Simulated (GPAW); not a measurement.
Crystal: BAs.

```xyz
2
Lattice="0.0000 2.3885 2.3885 2.3885 0.0000 2.3885 2.3885 2.3885 0.0000" Properties=species:S:1:pos:R:3 pbc="T T T"
As    3.5827    3.5827    3.5827
B     0.0000    0.0000    0.0000
```

Base run:

* Program: GPAW 26.7.0
* Functional: r2SCAN
* Potentials or basis: GPAW PAW data sets (gpaw-data 1.2.1)
* Cutoff: 800 eV
* Basis: pw
* k mesh: 10 × 10 × 10
* Occupations: fermi-dirac, width 0.05 eV
* Spin: no spin polarisation

Its results: band gap on the k mesh 1.37 eV, indirect (least direct gap 3.46 eV); pressure 0.8 GPa.

The run is repeated on the same cell with these changes: functional from r2SCAN to PBE; cutoff from 800 eV to 650 eV; k mesh from 10 × 10 × 10 to 8 × 8 × 8. What comes out?

Band gap on the k mesh 1.20 eV, indirect (least direct gap 3.29 eV); pressure 3.3 GPa.

Several settings changed at once, so the effect can't be laid on one alone.

Caveats: the PAW data sets were made with another functional, which shifts forces and pressure a little (some runs); the cutoff is short for stress and forces, so pressures can be off by a GPa or more (some runs).
